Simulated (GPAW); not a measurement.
The system is Li2S.

```
S Li
1.0
     0.00000    2.84450    2.84450
     2.84450    0.00000    2.84450
     2.84450    2.84450    0.00000
S Li
1 2
Cartesian
  0.0000 0.0000 0.0000
  4.2668 4.2668 4.2668
  1.4223 1.4223 1.4223
```

Base run:

| Item | Value |
| --- | --- |
| Program | GPAW 26.7.0 |
| Functional | PBEsol |
| Potentials or basis | PAW data sets generated in the run's folder for this functional |
| Cutoff | 800 eV |
| Basis | pw |
| k mesh | 8 × 8 × 8 |
| Occupations | fermi-dirac, width 0.05 eV |
| Spin | no spin polarisation |

Its results: band gap on the k mesh 3.21 eV, indirect (least direct gap 4.11 eV).

Question: The run is repeated on the same cell with these changes: functional from PBEsol to TB-mBJ; potentials or basis from PAW data sets generated in the run's folder for this functional to GPAW PAW data sets for LDA (gpaw-data 1.2.1). What comes out?

Answer: Band gap on the k mesh 4.77 eV, indirect (least direct gap 5.68 eV).

Caveats: a model potential gives levels but no total energy (some runs).

A k mesh can miss the band edges.
